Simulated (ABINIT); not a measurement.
Runs of ABINIT 10.8.3 (patched build) on BAs. It takes space group F-43m (No. 216, cubic). The conventional cell has a = 4.777 Å, b = 4.777 Å, c = 4.777 Å, α = 90.00°, β = 90.00°, γ = 90.00°. As (site symmetry -43m) is surrounded by 4 B at 2.07 Å. B (site symmetry -43m) is surrounded by 4 As at 2.07 Å. 

```tsv
level	gap on the mesh (eV)	pressure (GPa)
PW91	(b)	(a)
WC	1.09	(c)
BLYP	1.41	7.6
r2SCAN	1.36	0.7
SCAN	1.41	-0.7
```

Alike in all rows: task band structure; potentials or basis JTH PAW PBE v2.0; no spin polarisation; cell as given; k mesh 10 × 10 × 10; cutoff (eV) 490; smearing fermi-dirac 0.05 eV.

Task: Fill in the values left out.

Result: (a) 2.6; (b) 1.20; (c) -0.6.

Caveats: the PAW data sets were made with another functional, which shifts forces and pressure a little.

A k mesh can miss the band edges, and the runs leave out spin-orbit coupling on As.

Runs at the PBE level aren't shown here.
